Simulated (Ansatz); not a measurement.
# Au: equation of state with LDA

**The experiment to reproduce.**

“Exploring toroidal anvil profiles for larger sample volumes above 4 Mbar”, 2024, pmc:11102561 quotes, for a bulk crystal of Au: bulk modulus 167 GPa.

Au:

```
CELL_PARAMETERS angstrom
0.00000 2.03500 2.03500
2.03500 0.00000 2.03500
2.03500 2.03500 0.00000
ATOMIC_POSITIONS crystal
Au 0.00000 0.00000 0.00000
```

```yaml
Program: Ansatz 0.2.0
Task: equation of state
Functional: LDA
Potentials_or_basis: JTH PAW LDA
Cutoff: 750 eV
Density_cutoff: 3750 eV
k_mesh: 11 × 11 × 11
Occupations: fermi-dirac, width 0.05 eV
Spin: no spin polarisation
```

```yaml
Equilibrium_volume: 16.60 Å³/atom
Bulk_modulus: 196 GPa
Pressure_derivative_of_the_bulk_modulus: 5.7
```

Energy against volume, from the lowest point:
```csv
volume (Å³/atom),energy (meV/atom)
15.843,23.12
16.181,6.60
16.518,0.00
16.855,2.06
17.192,11.66
17.529,27.85
17.866,49.77
```

All runs of the series together: 7.4 s on 2 threads of Arm Neoverse V1 (shared host).

Measured bulk modulus of Au: 167 GPa (quoted in “Exploring toroidal anvil profiles for larger sample volumes above 4 Mbar”, 2024, pmc:11102561). This calculation gives 196 GPa (+17.2 %). The fit is for a static lattice scaled at fixed shape and fixed fractional positions.

Spin-orbit coupling is left out, which matters for the levels of Au. LDA usually gives volumes a few per cent too small.
